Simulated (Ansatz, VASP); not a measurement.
**Two plane-wave programs on Na**

```
CELL_PARAMETERS angstrom
3.84088 0.00000 0.00000
-1.92044 3.32630 0.00000
0.00000 0.00000 6.27470
ATOMIC_POSITIONS crystal
Na 0.33333 0.66667 0.25000
Na 0.66667 0.33333 0.75000
```

Change from the starting cell: volume scaled by 1.06, PAW files.

Alike in both runs: task electric field gradients; functional LDA; k mesh 11 × 11 × 6; occupations fermi-dirac, width 0.05 eV; no spin polarisation.

```csv
,VASP,Ansatz
version,VASP 6.6.1,Ansatz 0.2.0
potentials or method,"VASP PAW LDA potentials, release 64 (Na_pv)","PAW with Ansatz's default frozen-core files, scalar-relativistic"
plane-wave cutoff (eV),520,420
valence electrons in the cell,14,18
```

```tsv
	VASP	Ansatz	Ansatz less VASP
pressure (GPa)	-1.2	-1.2	+0.02
largest component of the traceless stress (GPa)	0.16	0.16	+0.001
Vzz of the field gradient on the site that differs most (V/Å²)	-0.4	-0.4	+0.07
```

The two sets of potentials don't hold the same shells in valence.
